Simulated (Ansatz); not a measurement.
Ir: density of states with revPBE+U

Ir:

```
Ir
1.0
     0.00000    1.91560    1.91560
     1.91560    0.00000    1.91560
     1.91560    1.91560    0.00000
Ir
1
Direct
  0.00000 0.00000 0.00000
```

```
Program             : Ansatz 0.2.0
Task                : density of states
Functional          : revPBE
Potentials or basis : Ansatz PAW
Cutoff              : 420 eV (not typed: the program's choice for these potentials)
k mesh              : 12 × 12 × 12
Occupations         : methfessel-paxton, width 0.15 eV
Spin                : no spin polarisation
Hubbard terms       : Ir d U = 8.0 eV
Double counting     : amf
Hubbard projectors  : ortho-atomic (the default)
```

| Item | Value |
| --- | --- |
| Pressure | 21.5 GPa |
| Band gap on the k mesh | none (metal or under the smearing width) |
| Density of states at the Fermi level | 0.60 states/eV per cell |

Levels at points of the mesh, in eV from the Fermi level:
| k point | band 6 | band 7 | band 8 | band 9 | band 10 | band 11 |
| --- | --- | --- | --- | --- | --- | --- |
| (0.00, 0.00, 0.00) | -3.19 | -3.19 | -3.19 | -2.29 | -2.29 | 13.51 |
| (0.00, 0.00, -0.50) | -4.53 | -4.53 | -0.75 | 1.07 | 1.07 | 7.52 |
| (0.00, -0.50, -0.50) | -6.69 | -0.19 | 1.66 | 2.24 | 2.24 | 10.60 |

States per cell in windows of 1 eV (zero at the Fermi level; states under -8 eV left out):
```csv
from (eV),total
-8.0,0.93
-7.0,0.64
-6.0,1.26
-5.0,1.23
-4.0,1.75
-3.0,1.23
-2.0,0.74
-1.0,0.60
0.0,0.94
1.0,0.81
2.0,0.30
3.0,0.28
4.0,0.27
5.0,0.24
6.0,0.18
7.0,0.39
```

Eigenvalues of the final occupation matrices:
```
  site  spin  trace               eigenvalues
site 1     1   3.91  0.69 0.69 0.69 0.92 0.92
```

Run time: 3.1 s on 1 thread of Arm Neoverse V2 (shared host), peak memory 0.26 GiB.

Caveat: U without spin polarisation on a metal has little footing; the PAW data sets come from PBE, with cores solved anew for the run's functional, which leaves a small shift of forces and pressure; the U is typed as a test and isn't derived for this compound. Spin-orbit coupling is left out, which matters for the levels of Ir.
